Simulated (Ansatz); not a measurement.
# Σ5 (210) boundary in fcc Ag with Mg (substitutional): structure and resistance, part 2 of 2

Aim: the relaxed structure and the specific resistance of the Σ5 (210) boundary in fcc Ag with Mg (substitutional).

Ansatz 0.2.0; Ansatz plane-wave DFT, PBE, PAW files; relaxation of a bicrystal slab with its lowest layers held; PAW set soft_1 (the session's first sound run).

So far. Step 2 (Relaxing the bicrystal): The largest force component on a free atom ends at 0.0036 eV/Å, under the tolerance of 0.03, after 13 steps.

### Step 3. Transmission across the boundary

Bulk layers of each grain are laid under and over the relaxed boundary, and a lead is named in the middle of each, away from the free faces. The mesh across the current, 18×18, is finer than the density's, because channels open and close sharply across the zone. Energies from -0.1 to 0.1 eV in steps of 0.05 eV are too few for the program's thermal sum, so it prints no conductance; for a metal the transmission near the Fermi level serves, at a fraction of the cost.

This step: Ansatz plane-wave DFT, PBE, PAW files; ballistic transport by layer matching (Landauer), zero bias; boundary relaxed in a short slab, bulk layers laid on; PAW set soft_1 (Ansatz 0.2.0).

System of this step: Σ5 (210) boundary in fcc Ag with Mg (substitutional). The cell holds 47 atoms: 46 Ag and 1 Mg. Its edges and angles: a = 5.005 Å, b = 4.086 Å, c = 50.871 Å, α = 90.0°, β = 90.0°, γ = 65.9°. It derives from Ag. Regions: lower grain, 19 atoms (19 Ag); boundary, 13 atoms (12 Ag and 1 Mg); upper grain, 15 atoms (15 Ag). Vacuum lies along c.

Contents of input.yaml:

```yaml
crystal:
  lattice:
    - [5.0045524935, 0.0, 0.0]
    - [1.6681841645, 3.7301731908, 0.0]
    - [0.0, 0.0, 50.8707350272]
  atoms:
    - { symbol: Ag, position: [-14.9999999996, 7.4999999997, 0.0786306704] }
    - { symbol: Ag, position: [-14.3999999997, 7.1999999998, 0.0965919225] }
    - { symbol: Ag, position: [-13.7999999997, 6.8999999998, 0.1145531746] }
    - { symbol: Ag, position: [-13.1999999997, 6.5999999998, 0.1325144268] }
    - { symbol: Ag, position: [-12.5999999997, 6.2999999998, 0.1504756789] }
    - { symbol: Ag, position: [-11.9999999997, 5.9999999998, 0.168436931] }
    - { symbol: Ag, position: [-11.3999999997, 5.6999999998, 0.1863981831] }
    - { symbol: Ag, position: [-10.7999999997, 5.3999999998, 0.2043594352] }
    - { symbol: Ag, position: [-10.1999999998, 5.0999999998, 0.2223206873] }
    - { symbol: Ag, position: [-9.5999999998, 4.7999999998, 0.2402819394] }
    - { symbol: Ag, position: [-8.9999999998, 4.4999999999, 0.2582431916] }
    - { symbol: Ag, position: [-8.3999999998, 4.1999999999, 0.2762044437] }
    - { symbol: Ag, position: [-7.7999999998, 3.8999999999, 0.2941656958] }
    - { symbol: Ag, position: [-7.1999999998, 3.5999999999, 0.3121269479] }
    - { symbol: Ag, position: [-6.5999999998, 3.2999999999, 0.3300882] }
    - { symbol: Ag, position: [-5.9999999998, 2.9999999999, 0.3480494521] }
    - { symbol: Ag, position: [-5.3999999999, 2.6999999999, 0.3660107042] }
    - { symbol: Ag, position: [-4.7999999999, 2.3999999999, 0.3839719563] }
    - { symbol: Ag, position: [-4.1999999999, 2.0999999999, 0.4019332085] }
    - { symbol: Ag, position: [0.4000000001, 0.7999999999, 0.4198944606] }
    - { symbol: Ag, position: [0.0029938533, 0.4985030734, 0.4394945285] }
    - { symbol: Ag, position: [0.6075756313, 0.1962121844, 0.4575996344] }
    - { symbol: Ag, position: [0.2138778998, 0.8930610501, 0.4760899185] }
    - { symbol: Ag, position: [0.8121480522, 0.5939259739, 0.4956250869] }
    - { symbol: Ag, position: [0.4212266368, 0.2893866816, 0.5150392914] }
    - { symbol: Mg, position: [0.0235571948, -0.0117785974, 0.5294425074] }
    - { symbol: Ag, position: [0.6060605573, 0.6969697213, 0.5547988621] }
    - { symbol: Ag, position: [-0.0195085699, 1.0097542849, 0.5808159499] }
    - { symbol: Ag, position: [0.3779454897, 0.3110272552, 0.593659796] }
    - { symbol: Ag, position: [-0.233789173, 0.6168945865, 0.6147642469] }
    - { symbol: Ag, position: [0.1736682884, 0.9131658558, 0.6339770455] }
    - { symbol: Ag, position: [0.5672904723, 0.2163547639, 0.6519505479] }
    - { symbol: Ag, position: [-5.0327095277, 2.5163547639, 0.6699118] }
    - { symbol: Ag, position: [-5.6327095277, 2.8163547638, 0.6878730521] }
    - { symbol: Ag, position: [-6.2327095277, 3.1163547638, 0.7058343042] }
    - { symbol: Ag, position: [-6.8327095277, 3.4163547638, 0.7237955563] }
    - { symbol: Ag, position: [-7.4327095277, 3.7163547638, 0.7417568084] }
    - { symbol: Ag, position: [-8.0327095276, 4.0163547638, 0.7597180606] }
    - { symbol: Ag, position: [-8.6327095276, 4.3163547638, 0.7776793127] }
    - { symbol: Ag, position: [-9.2327095276, 4.6163547638, 0.7956405648] }
    - { symbol: Ag, position: [-9.8327095276, 4.9163547638, 0.8136018169] }
    - { symbol: Ag, position: [-10.4327095276, 5.2163547638, 0.831563069] }
    - { symbol: Ag, position: [-11.0327095276, 5.5163547637, 0.8495243211] }
    - { symbol: Ag, position: [-11.6327095276, 5.8163547637, 0.8674855732] }
    - { symbol: Ag, position: [-12.2327095276, 6.1163547637, 0.8854468254] }
    - { symbol: Ag, position: [-12.8327095275, 6.4163547637, 0.9034080775] }
    - { symbol: Ag, position: [-13.4327095275, 6.7163547637, 0.9213693296] }
kpoints:
  mp_grid: { grid: [7, 7, 1] }
hamiltonian:
  xc: pbe
  pseudopotentials: { kind: paw, azcp: { folder: soft_1 } }
scf:
  occupations: { method: fermi_dirac, width: 0.1 }
output:
  transmission:
    leads: [[10, 11], [38, 39]]
    kmesh: [18, 18]
    e_range: [-0.1, 0.1]
    de: 0.05
  write_potential: true
  write_density: true
  volumetric_format: npy
  elf: true
```

The run is started by

```sh
ansatz run input.yaml --threads 8 --pin off --max-ram 15360MiB --backend cpu --events-out ev --progress --plain --runs-dir out
```

Numbers of over 12 decimals in the logs are rounded to 6 here.

The log of the run:

```text
[...]
Crystal: 47 atoms, lattice volume = 949.647 Å³
Basis set: ecut = 420 eV, 18623 PW (Γ)
Bands: 531, of which v1, the nominal top of the filled ones, is band 442 counted from 1 (441 counted from 0)
Symmetry: 2 space group operations
[...]
k-points: 16 of 49 (time reversal used)
[...]
SCF iter   1: F=—  HF=-351100.800824 eV  |F-HF|=—  |Δ(HF+E_count)|=         —  Δρ=6.30e-2  dr2=4.31e1  ethr=3.10e-3  ⟨swp⟩=5.1  Hψ=25830  notcnv=0  defer=774
[...]
SCF iter  10: F=-351089.831115 eV  HF=-351089.831115 eV  |F-HF|=1.75e-10  |Δ(HF+E_count)|=   1.82e-8  Δρ=2.41e-6  dr2=4.56e-8  ethr=1.13e-11  ⟨swp⟩=11.1  Hψ=38351  notcnv=0
SCF 1 converged in 10 iterations: F = -351089.831115 eV  dr2 = 4.56e-8
[...]
transmission: 368 of 3640 steps passed
transmission: 736 of 3640 steps passed
[...]
transmission: 3640 of 3640 steps passed
WARN: The output density's exchange-correlation potential varies sharply where the density is thin. Do not read a vacuum level from v_tot or v_xc, or from such a field of the output density. On a cell that repeats whose density bears no net charge and no dipole along the vacuum's axis use v_es (v_loc + v_h of the components); under efield.dipole_correction with no amplitude use v_es + v_field, which holds any externa [...]
SCF converged after 10 iterations
Free energy (F): -351089.831115 eV
[...]
Internal energy: -351089.418957 eV  (E = F + TS)
E sigma→0 (E₀):  -351089.625036 eV
Entropy (-TS):   -0.412157 eV (-8.769 meV/atom)
Fermi energy:    13.777730 eV
[...]
--- Band table (eV; the first three rows and the last of 16) ---
  k-point 0: bands = [... 438 lower, 15.3838, 15.4296, 15.4590, 15.5984, 15.6649, 15.7304, 15.8182, 15.8862, ... 85 higher]
  k-point 1: bands = [... 438 lower, 15.0795, 15.0995, 15.2048, 15.2722, 15.4331, 15.5698, 15.6456, 15.8034, ... 85 higher]
  k-point 2: bands = [... 438 lower, 14.3186, 14.4252, 14.4706, 14.5060, 14.5611, 14.6947, 14.7893, 14.8396, ... 85 higher]
  k-point 15: bands = [... 438 lower, 12.3411, 12.4075, 12.8027, 12.8900, 13.2766, 13.3210, 13.7252, 13.8532, ... 85 higher]
--- Transmission ---
  basis      : 165 plane waves across, 40 finite elements along
  points     : 91, standing for a mesh of 18 x 18
  energies   : 5 from -0.100000 to 0.100000 eV about the Fermi level, 0.050000 eV apart; the leads are filled to 0.000000 eV, and channels, transmission and decay are at 0.000000 eV
  crystal 0  : Ag3, at the sites [10, 11], period 2.7411 Å, over 18.27 Å; its Hamiltonian steps by up to 15.3 meV
    offset         : up to 0.0000 Å between an atom of the period and one for which it stands
    channels       : 2.138889e0 a spin
    conductance    : none, the energies end too early or step too widely for 300 K: set another output.transmission.e_range or a lower de, or, where they end at an eighth of basis.ecutwfc, a higher one
[...]
channels       : 2.126543e0 a spin
[...]
slowest decay  : 0.0002 /Å at (0.0556, 0.1667)
  junction   : crystal 0 to crystal 1, 12.92 to 37.52 Å
    transmission   : 1.758153e0 a spin
[...]
```

Wall time 19 min (8 threads of Arm Neoverse N1, shared host); peak memory 12 GiB.

This step gave:

```yaml
free_energy: -351089.8311 eV
energy_at_zero_smearing: -351089.6250 eV
fermi_energy: 13.78 eV
cell_area: 18.67 Å²
transmission_per_spin_nearest_the_fermi_level: 1.758
open_channels_per_spin_nearest_the_fermi_level: 2.139
open_channels_per_spin_upper_lead: 2.127
step_of_the_lead_s_potential: 15.3 meV
step_of_the_upper_lead_s_potential: 10.6 meV
```

Per spin. The transmission, zone mean by energy, zero at the Fermi level:

```tsv
energy (eV)	transmission, zone mean
-0.1000	1.79
-0.0500	1.78
0.0000	1.76
0.0500	1.79
0.1000	1.77
```

Per spin. Table of open channels, zone mean by energy, zero at the Fermi level:

```tsv
energy (eV)	lead	upper lead
-0.1000	2.13	2.13
-0.0500	2.13	2.15
0.0000	2.14	2.13
0.0500	2.16	2.16
0.1000	2.16	2.15
```

Transmission over k1 and k2. At 0.0000 eV from the Fermi level.

Ten even steps from '0' (0.00) to '9' (2.74):
```
237999732268999862
889999887866776687
999999998653335689
999999985333333589
999999662333332669
666666763300336766
666666613333316666
666636633333366366
666666533333566666
666366333333663666
666661333331666666
666763300336766666
996623333326699999
998533333358999999
998653335689999999
878667766878899998
226899986223799973
223899832223899832
```
Columns: k1 (b1) from -0.5 to 0.444; rows upwards: k2 (b2) from -0.5 to 0.444.

Open channels over k1 and k2. At 0.0000 eV from the Fermi level.

Values, 12 rows by 16 columns, each cell a mean:
```
2.33 2.48 3.00 3.00 3.00 3.00 2.48 2.33 2.37 2.67 2.78 3.00 2.81 2.67 2.93 2.41
3.00 3.00 3.00 3.00 3.00 3.00 3.00 3.00 2.30 1.85 1.44 1.67 1.85 2.00 2.78 3.00
3.00 3.00 3.00 3.00 3.00 2.78 2.67 2.37 1.00 1.00 1.00 1.00 1.00 2.11 2.67 2.96
2.33 2.33 2.33 2.33 2.33 2.11 2.00 1.11 1.00 1.00 1.00 1.00 1.37 1.89 2.00 2.30
2.00 2.00 2.00 1.85 1.85 2.00 1.74 1.07 1.00 1.00 1.00 1.44 2.00 1.78 1.93 2.00
2.00 2.00 2.00 1.85 1.85 2.00 1.22 1.00 1.00 1.00 1.22 1.81 2.00 1.78 1.93 2.00
2.00 2.00 1.78 1.63 2.00 1.33 1.00 1.00 1.00 1.07 1.56 2.00 1.63 1.78 2.00 2.00
2.00 2.00 2.00 2.00 1.63 1.11 1.00 1.00 1.00 1.22 2.00 2.00 2.00 2.00 2.00 2.00
3.00 2.85 2.33 1.74 1.00 1.00 1.00 1.00 1.07 1.81 2.33 2.63 3.00 3.00 3.00 3.00
3.00 3.00 2.78 2.04 1.30 1.00 1.00 1.59 1.81 3.00 3.00 3.00 3.00 3.00 3.00 3.00
2.67 2.74 2.78 2.33 2.70 3.00 2.48 2.33 2.67 2.67 2.78 3.00 3.00 3.00 3.00 2.70
2.00 2.07 2.56 3.00 3.00 3.00 2.48 2.33 2.00 2.00 2.33 3.00 3.00 3.00 2.48 2.04
```
Columns: k1 (b1) from -0.5 to 0.444; rows upwards: k2 (b2) from -0.5 to 0.444.

Electrostatic potential energy in the cb plane at fractional x = 0.000, with atoms of Ag and Mg within 0.2 Å of it. With pseudopotentials it is smooth inside the atoms' cores, unlike the true potential.

Values in eV, 6 rows by 16 columns, each cell a mean:
```
 11  10  10  16  16  10  13   8 -13   7  -5  -8  13   3   9  16
 14  13  15   4   7  15  13  13  10  15  12   9  15  14  14   1
  9   7  13  -7  -6  14   2   9  16  17  17  16  12  14   8  -8
 11   9  14  -8  -6  15   5  11  16  17  17  16  13  14  10 -10
 14  13  14  10  12  14  14  12   4  13   7   3  15  12  13   9
 10   8   8  16  16   8  12   6 -15   4  -6  -7  12  -1   6  16
```
Columns run along c (16.0 Å, from fractional 0.36 to 0.68 of the cell; values clipped at the 3rd and 97th percentile), rows up along b (4.1 Å). Atoms in or near the plane, at fractional coordinates: Ag at (0.44, 0.50), Mg at (0.53, 0.99), Ag at (0.58, 0.01), Ag at (0.67, 0.52).

ELF in the cb plane at fractional x = 0.000, with atoms of Ag and Mg within 0.2 Å of it. It is the smooth field of the valence electrons, not physical close to the nuclei.

Ten even steps from '0' (0.07) to '9' (0.78), each cell a mean:
```
21112321111111122122013230234687411123321111
11111111111111111112201200223454311112211111
11111111122211111112220001221222111111111122
11111111245531111122223221111111111111111355
12222111368752111233222211100111111111112577
12332111469852111333222211000111111211113589
11221111356642111222223221111111111111112466
11111111134321111112232112211111111111111233
11111111111111111112210000222343211111111111
21112221111111111122103320223565411123321111
31112321111111122122012131234797521124421111
```
Columns run along c (16.0 Å, from fractional 0.36 to 0.68 of the cell), rows up along b (4.1 Å). Atoms in or near the plane, at fractional coordinates: Ag at (0.44, 0.50), Mg at (0.53, 0.99), Ag at (0.58, 0.01), Ag at (0.67, 0.52).

Valence density in the cb plane at fractional x = 0.000, with atoms of Ag and Mg within 0.2 Å of it. It is the smooth field of the valence electrons, not physical close to the nuclei.

Ten steps, logarithmic in the rise over the least value, from '0' (0 e/Å³) to '9' (22 e/Å³), each cell a mean:
```
31012321000001122100027961015798521124421000
10011111000000111100002420013565310112211000
10111100122211001111000000001222100011111122
01111001256641001122100000000000001110002466
12222101479862101233110000000000011110013688
12332101489963101333210000000000011210013799
11221001368752001222100000000000011110012577
01111000134421001111100000000111100110001244
10011110011110111100001100002344210011111111
21012221000000122100015741014687410123321000
31012321000001222110038972125898621134431000
```
Columns run along c (16.0 Å, from fractional 0.36 to 0.68 of the cell), rows up along b (4.1 Å). Atoms in or near the plane, at fractional coordinates: Ag at (0.44, 0.50), Mg at (0.53, 0.99), Ag at (0.58, 0.01), Ag at (0.67, 0.52).

Over the solved energies the transmission per spin lies between 1.76 and 1.79, out of 2.14 channels of the lead on average (up to 2.16).

### Step 4. Specific resistance

This step: Ansatz plane-wave DFT, PBE, PAW files; ballistic transport by layer matching (Landauer), zero bias; specific resistance of the boundary; PAW set soft_1 (Ansatz 0.2.0).

Numbers from this step:

```
area resistance                      : 0.2321 fΩ m²
T over the leads' mean channel count : 0.8289
```

Averaged over the energies near the Fermi level, 82.9 % of the channels pass, which makes 0.232 fΩ m².

By hand, with T and the leads' channels N averaged over the energies near the Fermi level: RA = A (h/2e²)(1/T − ½[1/N₁ + 1/N₂]) = 18.67×10⁻²⁰ m² × 12 906 Ω × (1/1.776 − ½[1/2.144 + 1/2.143]) = 0.232 fΩ m².

### Step 5. What came out

| Property | Result |
| --- | --- |
| specific resistance of the boundary | 0.232 fΩ m² |
| share of channels that pass | 0.829 |

In words: The boundary has a specific resistance of 0.23 fΩ m². The boundary reflects 17 % of the channels; 0.23 fΩ m² is 2.3×10⁻¹² Ω·cm². That equals the resistance of 14 nm of bulk Ag at 300 K (measured 1.629 µΩ cm, CRC Handbook of Chemistry and Physics, 84th ed., 2003, Electrical Resistivity of Pure Metals). One Mg in 18.7 Å² of boundary is a high coverage. In the relaxation the upper grain slid sideways by about 1.1 Å, so the result belongs to the position that it found, not to the starting one. Each plane of this narrow cell holds one atom, so the solute fills a whole plane. One starting structure was relaxed; another shift or atom count at the boundary may lie lower.

[Logs are printed without paths, hosts, clocks, repeated set-up lines and the standing remarks that a program may print on its own settings, such as how far it seeks lower states.]

[Hosts, paths, dates, database ids (printed as entryN), source tags and the programs' standing remarks are cut or masked in the printed files.]
